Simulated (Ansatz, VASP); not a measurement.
# YV6Sn6 in two plane-wave programs, part 2 of 2

Wanted: the spread between two codes on one cell, functional and k mesh. The cell is taken from a series of runs on this material, whose earlier steps may have relaxed, scaled, displaced or heated it; both programs get it as it stands.

VASP 6.6.1 and Ansatz 0.2.0.

So far: The structure; VASP: relaxation of cell and atoms, r2SCAN.

### 3. Ansatz: relaxation of cell and atoms, r2SCAN

Level of this step: Ansatz beside VASP: Kohn-Sham DFT, plane waves, r2SCAN (Ansatz).

Ansatz runs on its default PAW (the set named soft_2) files.

The same cell, functional, mesh and smearing now go to Ansatz, which takes its cutoff from its data sets.

File input.yaml:

```yaml
crystal:
  lattice:
    - [5.4788332654, 0.0, 0.0]
    - [-2.7394166327, 4.7448087909, 0.0]
    - [0.0, 0.0, 9.22869354]
  atoms:
    - { symbol: "Y", position: [0.0, 0.0, 0.0] }
    - { symbol: V, position: [0.5, 0.0, 0.75138818] }
    - { symbol: V, position: [0.0, 0.5, 0.75138818] }
    - { symbol: V, position: [0.5, 0.5, 0.75138818] }
    - { symbol: V, position: [0.5, 0.0, 0.24861182] }
    - { symbol: V, position: [0.0, 0.5, 0.24861182] }
    - { symbol: V, position: [0.5, 0.5, 0.24861182] }
    - { symbol: Sn, position: [0.0, 0.0, 0.67028839] }
    - { symbol: Sn, position: [0.0, 0.0, 0.32971161] }
    - { symbol: Sn, position: [0.33333333, 0.66666667, 0.5] }
    - { symbol: Sn, position: [0.66666667, 0.33333333, 0.5] }
    - { symbol: Sn, position: [0.33333333, 0.66666667, 0.0] }
    - { symbol: Sn, position: [0.66666667, 0.33333333, 0.0] }
kpoints:
  mp_grid: { grid: [6, 6, 4] }
hamiltonian:
  xc: r2scan
scf:
  occupations: { method: gaussian, width: 0.1 }
output:
  forces: true
  stress: true
  eigenvalues: true
relax:
  adjacent_minimum: "off"
  f_tol: 0.005
  max_steps: 60
  cell: { stress_tol: 0.03 }
```

Run with:

```console
$ ansatz run input.yaml --threads 8 --pin off --max-ram 16384MiB --backend cpu --events-out ev --progress --plain --runs-dir out
```

Numbers of over 12 decimals in the logs are rounded to 6 here.

What it wrote:

```text
Engine: ansatz 0.2.0, aarch64-unknown-linux-gnu
Pseudopotentials: kind: paw
Pseudopotential: Y, paw, valence charge 11, recommended cutoff 500 eV (meta_gga), Y.paw.azcp
Pseudopotential: V, paw, valence charge 13, recommended cutoff 500 eV (meta_gga), V.paw.azcp
Pseudopotential: Sn, paw, valence charge 14, recommended cutoff 500 eV (meta_gga), Sn.paw.azcp
Functional definition: r2SCAN
  parameter k0 = 0.174
  parameter k1 = 0.065
  parameter a1 = 4.9479
  exchange = r2scan_x(k0 = k0, k1 = k1, a1 = a1)
  correlation = r2scan_c
Crystal: 13 atoms, lattice volume = 239.909 Å³
Basis set: ecut = 500 eV, 6045 PW (Γ), exchange–correlation on 160×160×288 points (64 copies of the dense FFT grid, shifted against one another)
Bands: 104, of which v1, the nominal top of the filled ones, is band 87 counted from 1 (86 counted from 0)
Symmetry: 24 space group operations
Space group: P6/mmm (ITA 191), of the structure as read, at distance tolerance 6.2e-5 Å
k-points: 21 of 144
Non-local potential: Y, projectors of the file, l = 0: 3, l = 1: 2, l = 2: 2, l = 3: 1
Non-local potential: V, projectors of the file, l = 0: 3, l = 1: 2, l = 2: 3, l = 3: 1
Non-local potential: Sn, projectors of the file, l = 0: 2, l = 1: 2, l = 2: 2, l = 3: 2
PAW form: soft (Blöchl's): semilocal exchange-correlation on the pseudo side does not see the compensation charge
PAW frozen core: Y, regenerated for the run's functional (the file was generated under x = pbe(κ = 0.804, μ = 0.219515), c = pbe(β = 0.066725))
PAW frozen core: V, regenerated for the run's functional (the file was generated under x = pbe(κ = 0.804, μ = 0.219515), c = pbe(β = 0.066725))
PAW frozen core: Sn, regenerated for the run's functional (the file was generated under x = pbe(κ = 0.804, μ = 0.219515), c = pbe(β = 0.066725))
PAW one-centre angular grid: Y, 590 points (default); XC on 160 Gauss nodes
PAW one-centre angular grid: V, 590 points (default); XC on 160 Gauss nodes
PAW one-centre angular grid: Sn, 590 points (default); XC on 249 of its mesh's 2787 points in the sphere
Initial density: superposition of atomic densities (neutral atoms: chi_scale 0, normalization atom), corrected by the library's trained network
Initial wavefunctions: pseudopotential atomic-orbital guess
Functional: x = r2scan, c = r2scan; τ floored in thin density (d = 2e-4 eV/Å³)
SCF iter   1: F=—  HF=-57597.125057 eV  |F-HF|=—  |Δ(HF+E_count)|=         —  Δρ=1.60e-2  dr2=5.84e-1  dr2_τ=1.38e-1  ethr=1.77e-3  ⟨swp⟩=5.9  Hψ=7697  notcnv=0
preconditioner: auto → Kerker (q_TF=auto, 2.584 Å⁻¹)  [metal: Δε(μ)=0.004 eV  Ē_g=14.955 eV  σ=0.100 eV  W_gap=0.02  n_scr=66 (ndim 8)  ℏωp=26.6 eV  f_vac=0.000  D(μ)=5.21/eV (n_scr^D=34)]
SCF iter   2: F=—  HF=-57597.331240 eV  |F-HF|=—  |Δ(HF+E_count)|=   2.06e-1  Δρ=7.22e-3  dr2=1.83e-1  dr2_τ=1.09e-2  ethr=3.38e-4  ⟨swp⟩=2.6  Hψ=4381  notcnv=0  defer=200
SCF iter   3: F=—  HF=-57597.318328 eV  |F-HF|=—  |Δ(HF+E_count)|=   1.29e-2  Δρ=3.40e-3  dr2=3.01e-2  dr2_τ=8.69e-4  ethr=1.06e-4  ⟨swp⟩=2.0  Hψ=2579  notcnv=0  defer=200
SCF iter   4: F=—  HF=-57597.319680 eV  |F-HF|=—  |Δ(HF+E_count)|=   1.35e-3  Δρ=4.74e-4  dr2=9.88e-4  dr2_τ=6.30e-5  ethr=1.74e-5  ⟨swp⟩=2.0  Hψ=3396  notcnv=0  defer=200
SCF iter   5: F=—  HF=-57597.319845 eV  |F-HF|=—  |Δ(HF+E_count)|=   1.65e-4  Δρ=1.75e-4  dr2=2.01e-4  dr2_τ=3.67e-6  ethr=5.71e-7  ⟨swp⟩=2.0  Hψ=2512  notcnv=0  defer=200
SCF iter   6: F=—  HF=-57597.319849 eV  |F-HF|=—  |Δ(HF+E_count)|=   3.78e-6  Δρ=4.71e-5  dr2=2.12e-5  dr2_τ=3.23e-7  ethr=1.16e-7  ⟨swp⟩=2.0  Hψ=3241  notcnv=0  defer=200
SCF iter   7: F=—  HF=-57597.319972 eV  |F-HF|=—  |Δ(HF+E_count)|=   1.24e-4  Δρ=2.68e-5  dr2=4.27e-6  dr2_τ=7.48e-8  ethr=1.22e-8  ⟨swp⟩=2.0  Hψ=2750  notcnv=0  defer=200
SCF iter   8: F=—  HF=-57597.319973 eV  |F-HF|=—  |Δ(HF+E_count)|=   3.16e-7  Δρ=7.20e-6  dr2=3.06e-7  dr2_τ=1.02e-8  ethr=2.47e-9  ⟨swp⟩=2.0  Hψ=2582  notcnv=0  defer=200
SCF iter   9: F=-57597.319973 eV  HF=-57597.319973 eV  |F-HF|=5.76e-8  |Δ(HF+E_count)|=   4.55e-8  Δρ=4.73e-6  dr2=7.40e-8  dr2_τ=2.12e-9  ethr=5.78e-11  ⟨swp⟩=11.0  Hψ=8604  notcnv=0
SCF 1 converged in 9 iterations: F = -57597.319973 eV  dr2 = 7.40e-8
  greatest PAW one-centre occupation: 1.001 electrons in one spin orbital (limit 2), on the V atom at site 6 (counted from 0), in its partial waves of l = 1
relax step   1: F+E_penalty+E_count = -57597.31997280 eV  Δ(F+E_penalty+E_count) = +0.000e0 eV  max|allowed force component| = 3.517e-2 eV/Å  Δτ_max = 0.0000 Å  P = -0.206 GPa  Ω = 239.909 Å³  (9 SCF iters, dr2 threshold 1.00e-7 eV, accepted)
Crystal: 13 atoms, lattice volume = 238.728 Å³
Basis set: ecut = 500 eV, 6021 PW (Γ), exchange–correlation on 160×160×288 points (64 copies of the dense FFT grid, shifted against one another)
Initial density: handed on by an earlier stage of this run
Initial wavefunctions: those handed on with the density
[...]
SCF iter   5: F=—  HF=-57597.320788 eV  |F-HF|=—  |Δ(HF+E_count)|=  7.28e-12  Δρ=1.41e-7  dr2=7.53e-11  dr2_τ=2.05e-12  ethr=1.00e-12  ⟨swp⟩=6.0  Hψ=7366  notcnv=0
SCF iter   6: F=-57597.320788 eV  HF=-57597.320788 eV  |F-HF|=4.37e-11  |Δ(HF+E_count)|=    0.00e0  Δρ=3.81e-8  dr2=7.35e-12  dr2_τ=1.10e-13  ethr=1.00e-12  ⟨swp⟩=3.0  Hψ=6431  notcnv=0
SCF 5 converged in 6 iterations: F = -57597.320788 eV  dr2 = 7.35e-12
relax step   5: F+E_penalty+E_count = -57597.32078790 eV  Δ(F+E_penalty+E_count) = +1.034e-4 eV  max|allowed force component| = 5.929e-4 eV/Å  Δτ_max = 0.0000 Å  P = +0.003 GPa  Ω = 239.477 Å³  stress off target by 4.19e-3 GPa  SCF on the basis re-selected at this cell (its energy is not comparable with the rows above)  (6 SCF iters)
basis re-selected at this cell: Δ(F+E_penalty+E_count) = +1.034e-4 eV, ΔP = -0.000 GPa vs the last step (what re-selecting the basis moved, of the pressure what is left beyond the Pulay correction that the steps carried, after the strain that the cell walked since its last selection, with what the two solves' SCF thresholds leave and, on support functions, any second-order correction that the steps lacked; it is no m [...]
SCF converged after 6 iterations
Free energy (F): -57597.320788 eV
Harris-Foulkes:  -57597.320788 eV  (|F-HF|=4.37e-11)
Internal energy: -57597.294225 eV  (E = F + TS)
E sigma→0 (E₀):  -57597.307506 eV
Entropy (-TS):   -0.026563 eV (-2.043 meV/atom)
Fermi energy:    14.575134 eV
--- Per-component energies (eV) ---
  E_band       = -1419.399292
  E_kinetic    = 3454.739679
  E_local      = -10989.122739  (includes V_loc(G=0)·N_el)
  E_nonlocal   = -414.480599
  E_hartree    = 5925.921356
  E_xc         = -3178.504803
  E_vxc        = -1960.165657  (∫ρ·V_xc dr)
  E_paw        = -34542.476916  (= ΣΔE_a)
  E_vpaw       = -3488.127853  (= ΣTr[D̂ρ^β])
  E_aug_tail   = 0.001165  (compensation charges beyond the density's cutoff)
  E_vtau       = 125.914124  (kinetic-family band-sum trace: ∫τ·v_τ [+ j·A + Jᵃ·Aᵃ] dr)
  E_ewald      = -17856.034647
  E_core_change = 2.663280  (= ΣΔE_core)
  E_smearing   = -0.026563  (= −TS)
  E_closure    = 0.000000  (closes the sum)
  Σ components = -57597.320788   (vs F -57597.320788, Δ=0.00e0)
--- Forces (eV/Å), atoms counted from 1 ---
  atom   1  Y      0.00000000    -0.00000000     0.00000000
  atom   2  V      0.00000000    -0.00000000     0.00059291
  atom   3  V      0.00000000     0.00000000     0.00059291
  atom   4  V      0.00000000     0.00000000     0.00059291
  atom   5  V     -0.00000000    -0.00000000    -0.00059291
  atom   6  V     -0.00000000     0.00000000    -0.00059291
  atom   7  V      0.00000000     0.00000000    -0.00059291
  atom   8  Sn     0.00000000     0.00000000     0.00046316
  atom   9  Sn     0.00000000     0.00000000    -0.00046316
  atom  10  Sn     0.00000000    -0.00000000    -0.00000000
  atom  11  Sn     0.00000000     0.00000000     0.00000000
  atom  12  Sn     0.00000000     0.00000000     0.00000000
  atom  13  Sn    -0.00000000    -0.00000000    -0.00000000
  max |Σ_I F_I| component: 3.96e-17 eV/Å
--- Stress (GPa, compression-positive) ---
        0.004190       0.000000       0.000000
        0.000000       0.004190       0.000000
        0.000000       0.000000       0.001405
  P = ⅓ Tr σ = 0.0033 GPa (0.033 kbar)
--- Band table (eV; the first three rows and the last of 21) ---
  k-point 0: bands = [... 83 lower, 13.3730, 13.3730, 13.6585, 13.6585, 14.9778, 14.9778, 15.8426, 15.9278, ... 13 higher]
  k-point 1: bands = [... 83 lower, 13.3608, 13.3608, 13.6491, 13.6491, 15.2932, 15.2932, 15.8546, 15.9152, ... 13 higher]
  k-point 2: bands = [... 83 lower, 13.3311, 13.3311, 13.6389, 13.6389, 15.8337, 15.8337, 15.8798, 15.8896, ... 13 higher]
  k-point 20: bands = [... 83 lower, 14.0407, 14.1449, 14.1449, 15.0305, 15.1504, 15.1504, 15.1608, 15.1608, ... 13 higher]
--- Relaxed structure (4 steps of the walk, 3 accepted, 1 SCFs on fresh bases) ---
  F+E_penalty+E_count = -57597.32078790 eV   max|allowed force component| = 5.929e-4 eV/Å   (the final SCF, on the basis selected at the relaxed cell)
  cell:  # Å, volume = 239.4767 Å³
    - [5.478621, 0.0, 0.0]
    - [-2.739310, 4.744625, 0.0]
    - [0.0, 0.0, 9.212769]
  atoms:
    - { symbol: Y, position: [0, 0, 0.0] }
    - { symbol: V, position: [0.500000, 0, 0.751397] }
    - { symbol: V, position: [0.0, 0.500000, 0.751397] }
    - { symbol: V, position: [0.500000, 0.500000, 0.751397] }
    - { symbol: V, position: [0.500000, 0, 0.248603] }
    - { symbol: V, position: [0.0, 0.500000, 0.248603] }
    - { symbol: V, position: [0.500000, 0.500000, 0.248603] }
    - { symbol: Sn, position: [0, 0, 0.669364] }
    - { symbol: Sn, position: [0, 0, 0.330636] }
    - { symbol: Sn, position: [0.333333, 0.666667, 0.5] }
    - { symbol: Sn, position: [0.666667, 0.333333, 0.5] }
    - { symbol: Sn, position: [0.333333, 0.666667, 0.0] }
    - { symbol: Sn, position: [0.666667, 0.333333, 0.0] }
```

Reading the cycles: dr2 is the Hartree energy of the density residual (eV), the measure of convergence; HF is the Harris–Foulkes estimate of the energy, which meets the free energy F at convergence.

### 4. Differences

Known differences besides the potentials themselves: VASP keeps PBE cores, Ansatz makes them for the functional; the cutoff is 500 eV in Ansatz and 550 eV in VASP; Ansatz adds a Pulay correction to the stress that steers its cell, VASP none. Total energies have different zeros and are not compared.

Both answers:

```csv
quantity,Ansatz,VASP,difference
volume (Å³),239.48,239.93,-0.19 %
"edge a after relaxation, in the typed setting (Å)",5.479,5.482,-0.06 %
"edge c after relaxation, in the typed setting (Å)",9.213,9.219,-0.07 %
```

### 5. Summary of results

```json
{"difference in volume (relaxation of cell and atoms, r2SCAN)": "-0.19 %"}
```

The difference in volume is -0.19 % (relaxation of cell and atoms, r2SCAN), within the 1.2 % picked in this series as the mark of a large difference, as far as the stopping tolerances let one tell. Such differences can come from data sets, numerical settings and the points named under the comparisons, not from the functional's error against experiment.

[Lines on the potential files, build, host, timing and source positions are cut from VASP's logs without a mark.]

[Logs are printed without paths, hosts, clocks, repeated set-up lines and the standing remarks that a program may print on its own settings, such as how far it seeks lower states.]

[Hosts, paths, dates, database ids (printed as entryN), source tags and the programs' standing remarks are cut or masked in the printed files.]
